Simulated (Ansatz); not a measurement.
**The polar optical mode of RbBr at 5 GPa, worked through**

Level of theory: Ansatz 0.2.0, DFT PBE, scalar-relativistic, plane waves, PAW. Cutoff 420 eV, 6×6×6 k-points (Γ-centred), fixed occupations. No spin polarisation. Phonons by linear response, acoustic sum rule imposed.

The cell, relaxed at 5 GPa:
Space group Pm-3m (No. 221). a = 3.910 Å, b = 3.910 Å, c = 3.910 Å, α = 90.00°, β = 90.00°, γ = 90.00°
```csv
atom,site,symmetry,x,y,z
Rb,1a,m-3m,0.0000,0.0000,0.0000
Br,1b,m-3m,0.5000,0.5000,0.5000
```

Other phases may be more stable at this pressure.

Linear response gives ν_TO = 110.3 cm⁻¹, Born charges ±1.225 e (positive on Rb) and ε∞ = 3.164. The primitive cell holds 59.769 Å³, and the masses are 85.468 and 79.904 amu.

Problem. Find ν_LO and the static dielectric constant.

Solution. The long-wave field adds a restoring force: ω_LO² − ω_TO² = Z*²e²/(ε_vac ε∞ μV). In these units ν_LO² − ν_TO² = 4.92064×10⁷ Z*²/(μ V ε∞) cm⁻², with μ = m₁m₂/(m₁ + m₂) = 41.296 amu: 9458 cm⁻². So ν_LO = √(110.3² + 9458) = 147.0 cm⁻¹, and the run gives 147.0. Lyddane–Sachs–Teller then gives ε0 = ε∞ (ν_LO/ν_TO)² = 5.62, against 5.62 in the run (it forms both from the same three quantities, so the match checks the arithmetic only). Between ν_TO and ν_LO the dielectric function is negative and an undamped crystal reflects fully: a reststrahlen band from 68.0 to 90.7 μm.

Problem. What do the Clausius–Mossotti polarisability and the Szigeti charge come to?

Solution. With the Lorentz local field, α = (3V/4π)(ε∞ − 1)/(ε∞ + 2) = 5.98 Å³ for the pair, and e_S = 3Z*/(ε∞ + 2) = 0.71 e. The Born charge includes the electrons' response to the dipole's own local field, and e_S takes that enhancement out. The Lorentz field assumes point-like polarisable ions, a fair picture at this small ε∞.

Problem. How strongly does a slow electron couple to the LO mode?

Solution. For one isotropic parabolic band, Fröhlich's constant is α_F = (1/ε∞ − 1/ε0) √(m* Ry/ħω_LO), with Ry = 13.606 eV, ħω_LO = 18.2 meV and m* in free-electron masses: α_F = 0.1383 × 27.32 × √m* = 3.78 √m*. The band mass isn't part of this run; for m* = 0.1, 0.3 and 1 it gives 1.19, 2.07, 3.78. In weak coupling the polaron lies α_F ħω_LO below the band edge (38 meV at m* = 0.3) with a mass m*(1 + α_F/6); past α_F of about 5 or 6 that expansion fails. A semilocal functional's ε∞ tends to be too large, which taken alone lowers α_F.

This CsCl-type form isn't the usual stable structure of the compound at low pressure.